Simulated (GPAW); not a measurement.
A calculation with GPAW 26.7.0 of Si (ASE script, structure typed inline):

Contents of run.py:

```python
from ase import Atoms
from ase.dft.bandgap import bandgap
from ase.io import write
from ase.units import GPa
from gpaw import GPAW, PW

atoms = Atoms(['Si', 'Si'],
              cell=[[0.0, 2.7218511865, 2.7218511865],
                    [2.7218511865, 0.0, 2.7218511865],
                    [2.7218511865, 2.7218511865, 0.0]],
              scaled_positions=[[0.5, 0.5, 0.5],
                                [0.75, 0.75, 0.75]],
              pbc=True)

calc = GPAW(mode=PW(600),
            xc='PBE',
            kpts={'size': (8, 8, 8), 'gamma': True},
            occupations={'name': 'fermi-dirac', 'width': 0.05},
            nbands=11,
            convergence={'density': 1e-05, 'energy': 1e-05},
            maxiter=150,
            txt='gpaw.txt')
atoms.calc = calc
energy = atoms.get_potential_energy()
forces = atoms.get_forces()
stress = atoms.get_stress()
calc.write('gs.gpw')
write('result.traj', atoms)
print(f'Energy: {energy:.6f} eV')
print('Forces (eV/A):')
print(forces.round(4))
print('Stress (GPa):', (stress / GPa).round(3))
print('Fermi level:', round(calc.get_fermi_level(), 4), 'eV')
print(f'Gap: {bandgap(calc)[0]:.4f} eV, direct: {bandgap(calc, direct=True)[0]:.4f} eV')
```

Potentials or basis: GPAW PAW data sets (gpaw-data 1.2.1), pw.

Run with:

```sh
$ OMP_NUM_THREADS=1 python run.py
```

Question: Write the same calculation in another form: cli, Cartesian positions.

Answer: As run:

File Si.xyz:

```xyz
2
Lattice="0.0000000000 2.7218511865 2.7218511865 2.7218511865 0.0000000000 2.7218511865 2.7218511865 2.7218511865 0.0000000000" Properties=species:S:1:pos:R:3 pbc="T T T"
Si     2.7218511865      2.7218511865      2.7218511865
Si     4.0827767798      4.0827767798      4.0827767798
```

Potentials or basis: GPAW PAW data sets (gpaw-data 1.2.1), pw.

Launch:

```console
$ OMP_NUM_THREADS=1 gpaw run Si.xyz -p 'mode=PW(600),xc=PBE,kpts={size:(8,8,8),gamma:True},occupations={name:fermi-dirac,width:0.05},nbands=11,convergence={density:1e-05,energy:1e-05},maxiter=150,txt=gpaw.txt' --properties efs -w gs.gpw
```

Both were run:

|  | ASE script, structure typed inline | cli, Cartesian positions |
| --- | --- | --- |
| Pressure | 1.6 GPa | 1.6 GPa |
| Band gap on the k mesh | 0.62 eV, indirect (least direct gap 2.56 eV) | 0.62 eV, indirect (least direct gap 2.56 eV) |

Keys that steer only the numerical path or the files written may differ.
